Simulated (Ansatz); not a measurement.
# ZnS: the cost of one run

Computed with Ansatz 0.2.0 (DFT PBEsol, scalar-relativistic, plane waves, PAW, unless a step's input says otherwise).

The COD entry's cell or inner coordinates are ideal or old and differ from later refinements, so a difference from it is no clean test against experiment.

### 1 The system as given

It takes space group F-43m (No. 216, cubic). The conventional cell has a = 5.356 Å, b = 5.356 Å, c = 5.356 Å, α = 90.00°, β = 90.00°, γ = 90.00°. Around Zn (site symmetry -43m) lie 4 S at 2.32 Å. S (site symmetry -43m) is surrounded by 4 Zn at 2.32 Å.

Coordinates:

```
Zn S
1.0
     0.00000    2.67777    2.67777
     2.67777    0.00000    2.67777
     2.67777    2.67777    0.00000
Zn S
1 1
Direct
  0.25000 0.25000 0.25000
  0.00000 0.00000 0.00000
```

It is the result of an earlier relaxation at this level (volume 19.20 Å³/atom; gap on the mesh: 2.09 eV).

### 2 Band edges and mean potential of the bulk

The input, input.yaml:

```yaml
crystal:
  lattice:
    - [0.0, 2.6777701691, 2.6777701691]
    - [2.6777701691, 0.0, 2.6777701691]
    - [2.6777701691, 2.6777701691, 0.0]
  atoms:
    - { symbol: Zn, position: [0.25, 0.25, 0.25] }
    - { symbol: S, position: [0.0, 0.0, 0.0] }
basis:
  ecutwfc: 420
kpoints:
  mp_grid: { grid: [10, 10, 10] }
  band_path: { path: [VBM, CBM], npoints: 2 }
hamiltonian:
  xc: pbesol
scf:
  occupations: { method: gaussian, width: 0.02 }
output:
  forces: true
  stress: true
  eigenvalues: true
```

Started as:

```sh
> ansatz run input.yaml --threads 1 --pin off --max-ram 2560MiB --backend cpu --events-out ev --progress --plain --runs-dir out
```

Q: Estimate wall time and peak memory on 1 thread of Intel Xeon at 2.70GHz, shared host.

About 4 s, with a peak of 0.34 GiB.
